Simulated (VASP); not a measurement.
The system is GeSe.

```
Ge Se
1.0
    10.79000    0.00000    0.00000
     0.00000    3.82000    0.00000
     0.00000    0.00000    4.38000
Ge Se
4 4
Direct
  0.12100 0.75000 0.89400
  0.62100 0.75000 0.60600
  0.37900 0.25000 0.39400
  0.87900 0.25000 0.10600
  0.85200 0.75000 0.49700
  0.35200 0.75000 0.00300
  0.64800 0.25000 0.99700
  0.14800 0.25000 0.50300
```

| Quantity | Value |
| --- | --- |
| Program | VASP 6.6.1 |
| Task | relaxation of cell and atoms |
| Functional | PBE |
| Dispersion | D3(BJ) |
| Potentials or basis | VASP PAW PBE potentials, release 64 (Ge_d, Se) |
| Cutoff | 600 eV |
| k mesh | 4 × 8 × 6 |
| Occupations | gaussian, width 0.03 eV |
| Spin | no spin polarisation |

At the start: pressure 3.3 GPa; volume 22.57 Å³/atom.

How do energy, volume and symmetry change on relaxing?

Over 25 steps the energy falls by 11.7 meV/atom and the volume is 23.52 Å³/atom (+4.2 %); space group Pnma (No. 62, to 0.05 Å).

The path:
```
step  energy change (eV)  largest force (eV/Å)  pressure (GPa)  volume (Å³)
   1              0.0000                0.2543            3.31       180.53
   2             -0.0416                0.2877           -2.39       193.00
   3             -0.0841                0.1310           -0.08       187.88
   4             -0.0841                0.1262           -0.02       187.73
   5             -0.0878                0.0880            0.00       187.88
   6             -0.0900                0.0458            0.02       188.07
   7             -0.0901                0.0431            0.06       188.10
   8             -0.0912                0.0347           -0.05       188.44
   9             -0.0912                0.0360           -0.21       188.86
  10             -0.0914                0.0347           -0.19       188.67
  11             -0.0920                0.0429            0.00       188.33
  12             -0.0921                0.0472            0.14       188.14
  13             -0.0926                0.0377            0.09       188.16
  14             -0.0932                0.0185            0.04       188.20
  15             -0.0934                0.0170           -0.06       188.33
  16             -0.0934                0.0168           -0.04       188.37
  17             -0.0934                0.0168           -0.09       188.43
  18             -0.0935                0.0168           -0.04       188.34
  19             -0.0936                0.0184            0.02       188.17
  20             -0.0936                0.0183            0.11       188.14
  21             -0.0936                0.0183           -0.02       188.16
  22             -0.0936                0.0183            0.06       188.15
  23             -0.0937                0.0132            0.01       188.18
  24             -0.0937                0.0124           -0.02       188.22
  25             -0.0938                0.0096            0.01       188.18
```

Final structure:
```
Ge Se
1.0
    10.95973    0.00000    0.00000
     0.00000    3.88180    0.00000
     0.00000    0.00000    4.42316
Ge Se
4 4
Direct
  0.12293 0.75000 0.89010
  0.62293 0.75000 0.60990
  0.37707 0.25000 0.39010
  0.87707 0.25000 0.10990
  0.85450 0.75000 0.49865
  0.35450 0.75000 0.00135
  0.64550 0.25000 0.99865
  0.14550 0.25000 0.50135
```
